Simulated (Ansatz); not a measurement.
Input, command and steps of an Ansatz relaxation.

```yaml
crystal:
  lattice:
    - [3.858160428, 0.0, 0.0]
    - [-1.929080214, 3.3412649425, 0.0]
    - [0.0, 0.0, 4.8359372687]
  atoms:
    - { symbol: Ni, position: [0.6666666667, 0.3333333333, 0.25] }
    - { symbol: Ni, position: [0.3333333333, 0.6666666667, 0.75] }
    - { symbol: Ni, position: [0.0, 0.0, 0.0] }
    - { symbol: Ni, position: [0.0, 0.0, 0.5] }
    - { symbol: Ge, position: [0.6666666667, 0.3333333333, 0.75] }
    - { symbol: Ge, position: [0.3333333333, 0.6666666667, 0.25] }
basis:
  ecutwfc: 420
kpoints:
  mp_grid: { grid: [12, 12, 8] }
hamiltonian:
  xc: pbesol
scf:
  occupations: { method: gaussian, width: 0.1 }
output:
  forces: true
  stress: true
  eigenvalues: true
relax:
  adjacent_minimum: "off"
  f_tol: 0.01
  max_steps: 30
  cell: { stress_tol: 0.1, fix: [volume] }
```

```bash
ansatz run input.yaml --threads 1 --pin off --max-ram 2560MiB --backend cpu --events-out ev --progress --plain --runs-dir out
```

The calculation used DFT PBEsol, scalar-relativistic, plane waves, PAW (Ansatz).

The volume is held at 0.91 times that of the relaxed cell.

Of 4 frames 3 are shown, positions in Å and forces in eV/Å; the SCF threshold varies from step to step. Steps run on the plane waves of an earlier cell, with a Pulay correction in the pressure. The basis is chosen afresh for the last frame, the zero of the energies, and at times for earlier ones too; energy and pressure step there, also at an unchanged geometry. Spin polarisation was left out; whether the Ni atoms would carry moments isn't shown by this run.

```xyz
6
Lattice="3.8582 0.0000 0.0000 -1.9291 3.3413 0.0000 0.0000 0.0000 4.8359" Properties=species:S:1:pos:R:3:forces:R:3 pbc="T T T" step=1 free_energy_over_end_meV_per_atom=0.08 pressure_GPa=23.85
Ni    1.9291    1.1138    1.2090    0.0000    0.0000    0.0000
Ni    0.0000    2.2275    3.6270    0.0000    0.0000    0.0000
Ni    0.0000    0.0000    0.0000    0.0000    0.0000    0.0000
Ni    0.0000    0.0000    2.4180    0.0000    0.0000    0.0000
Ge    1.9291    1.1138    3.6270    0.0000    0.0000    0.0000
Ge    0.0000    2.2275    1.2090    0.0000    0.0000    0.0000
6
Lattice="3.8599 0.0000 0.0000 -1.9299 3.3427 0.0000 0.0000 0.0000 4.8317" Properties=species:S:1:pos:R:3:forces:R:3 pbc="T T T" step=2 free_energy_over_end_meV_per_atom=0.03 pressure_GPa=23.82
Ni    1.9299    1.1142    1.2079    0.0000    0.0000    0.0000
Ni    0.0000    2.2285    3.6237    0.0000    0.0000    0.0000
Ni    0.0000    0.0000    0.0000    0.0000    0.0000    0.0000
Ni    0.0000    0.0000    2.4158    0.0000    0.0000    0.0000
Ge    1.9299    1.1142    3.6237    0.0000    0.0000    0.0000
Ge    0.0000    2.2285    1.2079    0.0000    0.0000    0.0000
6
Lattice="3.8622 0.0000 0.0000 -1.9311 3.3447 0.0000 0.0000 0.0000 4.8259" Properties=species:S:1:pos:R:3:forces:R:3 pbc="T T T" step=4 free_energy_over_end_meV_per_atom=0.00 pressure_GPa=23.78
Ni    1.9311    1.1149    1.2065    0.0000    0.0000    0.0000
Ni    0.0000    2.2298    3.6194    0.0000    0.0000    0.0000
Ni    0.0000    0.0000    0.0000    0.0000    0.0000    0.0000
Ni    0.0000    0.0000    2.4129    0.0000    0.0000    0.0000
Ge    1.9311    1.1149    3.6194    0.0000    0.0000    0.0000
Ge    0.0000    2.2298    1.2065    0.0000    0.0000    0.0000
```

The run took 27 s on 1 thread of AMD EPYC 9R45 96-Core Processor (Zen 5), with other jobs on the host, peak memory 0.6 GiB.